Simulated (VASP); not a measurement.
# Pd (Im-3m) in VASP: notebook, part 2 of 2

VASP 6.6.1.

## Step 4: Relaxation of cell and atoms, PBE+D3(BJ)

INCAR reads:

```
  PREC = Accurate
  ENCUT = 600
  EDIFF = 1E-7
  ISMEAR = 0
  SIGMA = 0.1
  LREAL = False
  LASPH = True
  NELM = 100
  ALGO = Normal
  ISIF = 3
  LWAVE = False
  LCHARG = False
  GGA = PE
  IVDW = 12
  IBRION = 2
  NSW = 90
  EDIFFG = -0.005
```

KPOINTS reads:

```
regular mesh
0
Gamma
  18 18 18
```

POSCAR reads:

```
Pd
1.0
   -1.5431889800      1.5431889800      1.5431889800
    1.5431889800     -1.5431889800      1.5431889800
    1.5431889800      1.5431889800     -1.5431889800
Pd
1
Direct
    0.0000000000      0.0000000000      0.0000000000
```

Potentials or basis: VASP PAW PBE potentials, release 64 (Pd).

Command:

```console
cat potpaw_PBE.64/Pd/POTCAR > POTCAR
mpirun -np 1 vasp_std > vasp.out
```

OUTCAR:

```text
PREC = Accurate
   ENCUT = 600
   EDIFF = 1E-7
   ISMEAR = 0
   LREAL = False
   LASPH = True
   NELM = 100
   ISIF = 3
   GGA = PE
   IVDW = 12
   IBRION = 2
   NSW = 90
   EDIFFG = -0.005
 IVDW          = 12

 ion  position               nearest neighbor table
   1  0.000  0.000  0.000-

  LATTYP: Found a body centered cubic cell.
 ALAT       =     3.0863779600

  Lattice vectors:

 A1 = (  -1.5431889800,   1.5431889800,   1.5431889800)
 A2 = (   1.5431889800,  -1.5431889800,   1.5431889800)
 A3 = (   1.5431889800,   1.5431889800,  -1.5431889800)

Analysis of symmetry for initial positions (statically):
=====================================================================
 Subroutine PRICEL returns:
 Original cell was already a primitive cell.

 Routine SETGRP: Setting up the symmetry group for a
 body centered cubic supercell.

 Subroutine GETGRP returns: Found 48 space group operations
 (whereof 48 operations were pure point group operations)
 out of a pool of 48 trial point group operations.

The static configuration has the point symmetry O_h .

Analysis of symmetry for dynamics (positions and initial velocities):
=====================================================================
 Subroutine PRICEL returns:
 Original cell was already a primitive cell.

 Routine SETGRP: Setting up the symmetry group for a
 body centered cubic supercell.

 Subroutine GETGRP returns: Found 48 space group operations
 (whereof 48 operations were pure point group operations)
 out of a pool of 48 trial point group operations.

The dynamic configuration has the point symmetry O_h .

 Subroutine INISYM returns: Found 48 space group operations
 (whereof 48 operations are pure point group operations),
 and found     1 'primitive' translations

----------------------------------------------------------------------------------------

                                     Primitive cell

  volume of cell :      14.7000

[... 98 lines left out ...]
   NUPDOWN=      -1.0000    fix difference up-down
   EMIN   =  10.00;   EMAX   =-10.00  energy-range for DOS
   EFERMI =   0.00;   METHOD = LEGACY
   ISMEAR =     0;   SIGMA  =   0.10  broadening in eV -4-tet -1-fermi 0-gaus
   EFERMI_NEDOS =   21; number of points for ismear=-14 and -15
   IALGO  =     38    algorithm
   IMIX   =      4    mixing-type and parameters
     AMIX     =   0.40;   BMIX     =  1.00
     AMIX_MAG =   1.60;   BMIX_MAG =  1.00
  volume/ion in A,a.u.               =      14.70        99.20
  Fermi-wavevector in a.u.,A,eV,Ry     =   1.439801  2.720829 28.205233  2.073026
  Thomas-Fermi vector in A             =   2.558616
   LORBIT       =      0    0 simple, 1 ext, 2 COOP (PROOUT), +10 PAW based schemes
   GGA     = PE    functional components
   LHFCALC =     F    Hartree Fock is set to
   AEXX    =    0.0000 exact exchange contribution
   IVDW    =    12    specifies the selected vdW correction
   LEPSILON=     F    determine dielectric tensor
   LRPA    =     F    only Hartree local field effects (RPA)
 conjugate gradient relaxation of ions
 non-spin polarized calculation
 Gauss-broadening in eV      SIGMA  =   0.10
  energy-cutoff  :      600.00
  volume of cell :       14.70
 maximum number of plane-waves:       500
 NGX is ok and might be reduce to    24
   NGX = 11   NGY = 11   NGZ = 11

--------------------------------------- Ionic step        1  -------------------------------------------

 number of electron      10.0000000 magnetization

 number of electron       9.9999998 magnetization

 Free energy of the ion-electron system (eV)
  ---------------------------------------------------
  ext. energy  EPLUGINS =         0.00000000
  ---------------------------------------------------
  free energy    TOTEN  =        -5.16003806 eV

  energy without entropy =       -5.15406612  energy(sigma->0) =       -5.15705209

------------------------ aborting loop because EDIFF is reached ----------------------------------------

 Edisp (eV)   -0.66956

 E8    (eV) :    -0.2956
[... 69 lines left out ...]
--------------------------------------- Ionic step        3  -------------------------------------------

 number of electron       9.9999999 magnetization

 Free energy of the ion-electron system (eV)
  ---------------------------------------------------
  ext. energy  EPLUGINS =         0.00000000
  ---------------------------------------------------
  free energy    TOTEN  =        -5.16455561 eV

  energy without entropy =       -5.15852791  energy(sigma->0) =       -5.16154176

 E-fermi :   9.7377     XC(G=0): -13.1632

 val. band max:        9.7231933749   @ k =  -0.4444  -0.4444   0.3333
 cond. band min:       9.7445449289   @ k =   0.5000   0.5000   0.4444
 fundamental gap:      0.0213515540
 Fermi energy:         9.7377473247

 k-point     1 :       0.0000    0.0000    0.0000
  band No.  band energies     occupation
      1       2.6280      2.00000
      2       6.7862      2.00000
      3       6.7862      2.00000
      4       6.7862      2.00000
      5       8.7739      2.00000
      6       8.7739      2.00000
      7      29.1257      0.00000
      8      29.1257      0.00000
      9      29.1257      0.00000
[... 265 lines left out ...]
 k-point    24 :       0.3889    0.1111    0.0000
  band No.  band energies     occupation
      1       4.7307      2.00000
      2       5.7009      2.00000
      3       8.3209      2.00000
      4       8.6711      2.00000
      5       9.4848      1.99965
      6      12.2101      0.00000
      7      18.4146      0.00000
      8      24.4758      0.00000
      9      26.9216      0.00000

 [... further k-points ...]

------------------------ aborting loop because EDIFF is reached ----------------------------------------

 Edisp (eV)   -0.66536

 E8    (eV) :    -0.2937
[... 24 lines left out ...]
  FREE ENERGIE OF THE ION-ELECTRON SYSTEM (eV)
  ---------------------------------------------------
  free  energy   TOTEN  =        -5.8299156849 eV

  energy  without entropy=       -5.8238879841  energy(sigma->0) =       -5.82690183

 reached required accuracy - stopping structural energy minimisation
```

CONTCAR:

```text
Pd
   1.00000000000000
    -1.5462889141736196    1.5462889141736196    1.5462889141736196
     1.5462889141736196   -1.5462889141736196    1.5462889141736196
     1.5462889141736196    1.5462889141736196   -1.5462889141736196
  Pd
     1
Direct
     0.0000000000000000    0.0000000000000000    0.0000000000000000

  0.00000000E+00  0.00000000E+00  0.00000000E+00
```

It took 18 s on 1 thread of Intel Xeon 6975P-C (Granite Rapids), shared host; peak memory 0.17 GiB.

Results:

- Free energy: -5.8299 eV
- Relaxed volume: 14.79 Å³/atom
- Relaxed cell: a = 2.678 Å, b = 2.678 Å, c = 2.678 Å, α = 109.47°, β = 109.47°, γ = 109.47°
- Space group after relaxing (to 0.05 Å): Im-3m (No. 229)
- Energy gained by relaxing: 0.3 meV/atom
- Ionic steps: 3
- Pressure after relaxing: 0.0 GPa
- Band gap on the k mesh: none (metal or under the smearing width)
- Dispersion energy per atom: -0.665 eV

Step by step:
```
step  energy change (eV)  largest force (eV/Å)  pressure (GPa)  volume (Å³)
   1              0.0000                0.0000            1.18        14.70
   2              0.0005                0.0000           -1.76        14.93
   3             -0.0003                0.0000            0.02        14.79
```

Final structure:
```
Pd
1.0
    -1.54629    1.54629    1.54629
     1.54629   -1.54629    1.54629
     1.54629    1.54629   -1.54629
Pd
1
Direct
  0.00000 0.00000 0.00000
```

Levels at points of the mesh, in eV from the Fermi level:
```tsv
k point	band 1	band 2	band 3	band 4	band 5	band 6	band 7	band 8	band 9
(0.00, 0.00, 0.00)	-7.11	-2.95	-2.95	-2.95	-0.96	-0.96	19.39	19.39	19.39
(0.50, 0.00, 0.00)	-5.29	-4.15	-1.03	-0.72	0.61	1.41	7.95	15.15	17.88
(0.50, 0.50, 0.50)	-5.24	-5.24	0.22	0.22	0.22	9.25	9.25	9.25	17.68
```

Caveat: pairwise dispersion overbinds metals, which lowers pressure and volume.

## Step 5: Relaxation of cell and atoms, PBEsol

Edit INCAR of step 4 so:

```diff
@@ -1,3 +1,3 @@
   PREC = Accurate
-  ENCUT = 600
+  ENCUT = 300
   EDIFF = 1E-7
@@ -12,4 +12,3 @@
   LCHARG = False
-  GGA = PE
-  IVDW = 12
+  GGA = PS
   IBRION = 2
```

KPOINTS is that of step 4.

POSCAR is that of step 4.

Command:

```console
cat potpaw_PBE.64/Pd/POTCAR > POTCAR
mpirun -np 1 vasp_std > vasp.out
```

It took 6.5 s on 1 thread of Intel Xeon 6975P-C (Granite Rapids), shared host; peak memory 0.12 GiB.

The run converged. Its results:

```yaml
Free_energy: -5.9211 eV
Relaxed_volume: 14.61 Å³/atom
Relaxed_cell: a = 2.668 Å, b = 2.668 Å, c = 2.668 Å, α = 109.47°, β = 109.47°, γ = 109.47°
Space_group_after_relaxing_to_0.05_Å: Im-3m (No. 229)
Energy_gained_by_relaxing: 0.3 meV/atom
Ionic_steps: 3
Pressure_after_relaxing: 0.0 GPa
Band_gap_on_the_k_mesh: none (metal or under the smearing width)
```

Step by step:
```csv
step,energy change (eV),largest force (eV/Å),pressure (GPa),volume (Å³)
1,0.0000,0.0000,-1.14,14.70
2,0.0005,0.0000,1.87,14.48
3,-0.0003,0.0000,0.01,14.61
```

Final structure:
```
CELL_PARAMETERS angstrom
-1.54013 1.54013 1.54013
1.54013 -1.54013 1.54013
1.54013 1.54013 -1.54013
ATOMIC_POSITIONS crystal
Pd 0.00000 0.00000 0.00000
```

Levels at points of the mesh, in eV from the Fermi level:
| k point | band 2 | band 3 | band 4 | band 5 | band 6 | band 7 | band 8 | band 9 |
| --- | --- | --- | --- | --- | --- | --- | --- | --- |
| (0.00, 0.00, 0.00) | -3.03 | -3.03 | -3.03 | -0.97 | -0.97 | 19.33 | 19.33 | 19.33 |
| (0.50, 0.00, 0.00) | -4.26 | -1.05 | -0.72 | 0.63 | 1.28 | 7.98 | 15.09 | 17.87 |
| (0.50, 0.50, 0.50) | -5.36 | 0.23 | 0.23 | 0.23 | 9.17 | 9.17 | 9.17 | 17.80 |

Caveat: the cutoff is under 1.25 times the usual one of these potentials, so pressure, stress and relaxed cells hold a basis-set (Pulay) error; the PAW data sets were made with another functional, which shifts forces and pressure a little.

## Step 6: Overview

```csv
level,potentials or basis,cutoff (eV),gap on the mesh (eV),pressure (GPa),relaxed volume (Å³/atom)
LDA,"VASP PAW LDA potentials, release 64 (Pd)",600,none,0.0,14.26
PBE,"VASP PAW PBE potentials, release 64 (Pd)",600,none,0.0,15.40
PBE+D3(BJ),"VASP PAW PBE potentials, release 64 (Pd)",600,none,0.0,14.79
PBEsol,"VASP PAW PBE potentials, release 64 (Pd)",300,none,0.0,14.61
```

Alike in all rows: task relaxation of cell and atoms; no spin polarisation; cell relaxed; k mesh 18 × 18 × 18; smearing gaussian 0.1 eV.

Caveats: pairwise dispersion overbinds metals, which lowers pressure and volume (some runs); the cutoff is under 1.25 times the usual one of these potentials, so pressure, stress and relaxed cells hold a basis-set (Pulay) error (some runs); the PAW data sets were made with another functional, which shifts forces and pressure a little (some runs).

Absolute energies hang on the potentials; compare differences alone.
